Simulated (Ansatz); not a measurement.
# Si, space group P6/mmm: a convergence test of the k-point mesh

Program: Ansatz's Python interface.

The cells in order, each with its output:

```python
import ansatz as az
from tabulate import tabulate
```

```python
si = (
    az.Lattice.of((2.527, 0.0, 0.0), (-1.2635, 2.18845, 0.0), (0.0, 0.0, 2.373))
    .atom('Si', (0.0, 0.0, 0.0))
)
```

```python
[site.symbol for site in si.resolved().sites]
```

    ['Si']

```python
calc = (
    si.calculation()
    .functional('pbesol')
    .pseudopotentials('paw')
    .basis(38 * az.Ry)
    .occupations('Fermi-Dirac', width=0.05)
)
```

```python
rows = []
for value in [0.8, 0.6, 0.5, 0.4, 0.33]:
    r = calc.kpoints(spacing=value).run(threads=1, pin='off').report
    rows.append((value, r['free_energy_ev'] / len(r['lattice']['sites']), r['n_iterations'], r['n_kpoints']))
```

```python
print(tabulate(rows, headers=['spacing (1/A)', 'F/atom (eV)', 'iterations', 'k-points'], floatfmt='.4f', tablefmt='plain'))
```

      spacing (1/A)    F/atom (eV)    iterations    k-points
             0.8000      -620.9681             6          12
             0.6000      -620.9855             6          15
             0.5000      -621.1849             6          28
             0.4000      -621.2347             6          40
             0.3300      -621.1998             6          60

```python
for row in rows[:-1]:
    shift = 1000 * (row[1] - rows[-1][1])
    print(f'{row[0]}: {shift:+.2f} meV/atom' + ('  (within 1 meV)' if abs(shift) < 1 else ''))
```

    0.8: +231.62 meV/atom
    0.6: +214.30 meV/atom
    0.5: +14.90 meV/atom
    0.4: -34.97 meV/atom

Caveats:
- This isn't the structure that Si takes at ambient conditions.
- Shifts are counted from the finest mesh, which is itself no proven limit.
- By the engine's processor time: 1.4 s on 1 thread of Intel(R) Xeon(R) Processor @ 2.30GHz, with other jobs on the host, peak memory 0.43 GiB.
